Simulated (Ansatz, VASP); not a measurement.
# One calculation of PtSe, two programs

Contents of INCAR:

```
SYSTEM = PtSe
ALGO = Normal
EDIFF = 1E-8
ENCUT = 520
GGA = PE
ISIF = 2
ISMEAR = -1
LASPH = .True.
LCHARG = .False.
LEFG = .True.
LREAL = .False.
LWAVE = .False.
NBANDS = 15
NELM = 80
PREC = Accurate
SIGMA = 0.05
```

File KPOINTS:

```
k-points
0
Gamma
  8 8 7
  0 0 0
```

File POSCAR:

```
PtSe
1.0
    3.7018703300      0.0000000000      0.0000000000
   -1.8509351600      3.2059137500      0.0000000000
    0.0000000000      0.0000000000      3.6128420300
Pt Se
1 1
Direct
    0.0000000000      0.0000000000      0.0000000000
    0.6666666667      0.3333333333      0.5000000000
```

File input.yaml:

```yaml
crystal:
  lattice:
    - [3.70187033, 0.0, 0.0]
    - [-1.85093516, 3.20591375, 0.0]
    - [0.0, 0.0, 3.61284203]
  atoms:
    - { symbol: Pt, position: [0.0, 0.0, 0.0] }
    - { symbol: Se, position: [0.6666666667, 0.3333333333, 0.5] }
kpoints:
  mp_grid: { grid: [8, 8, 7] }
scf:
  occupations: { method: fermi_dirac, width: 0.05 }
hamiltonian:
  xc: pbe
  pseudopotentials: { kind: all_electron, datasets: crystal }
output:
  forces: true
  stress: true
  eigenvalues: true
  efg: {}
  elf: true
  volumetric_format: npy
```

The cell comes from a database or a generator and needn't be the stable form of this composition.

Alike in both runs: task electric field gradients; functional PBE; k mesh 8 × 8 × 7; occupations fermi-dirac, width 0.05 eV; no spin polarisation.

```csv
,VASP,Ansatz
version,VASP 6.6.1,Ansatz 0.2.0
potentials or method,"VASP PAW PBE potentials, release 64 (Pt, Se)",all-electron PAW datasets made for the crystal
plane-wave cutoff (eV),520,see its input
```

|  | VASP | Ansatz | Ansatz less VASP |
| --- | --- | --- | --- |
| gap on the k mesh at the Fermi level (eV) | none | none | - |
| pressure (GPa) | -11.5 | -11.4 | +0.09 |
| largest component of the traceless stress (GPa) | 3.27 | 3.25 | -0.022 |
| Vzz of the field gradient on the site that differs most (V/Å²) | -30.9 | 15.2 | +46.13 |

A gap of «none» marks a metal or a gap that the smearing closes. One of these differences is far larger than is usual between the two programs; its cause wasn't traced. Ansatz ran all-electron here, so the differences hold the error of VASP's frozen core and of both bases.

Spin-orbit coupling is left out, which matters for the levels of Pt.
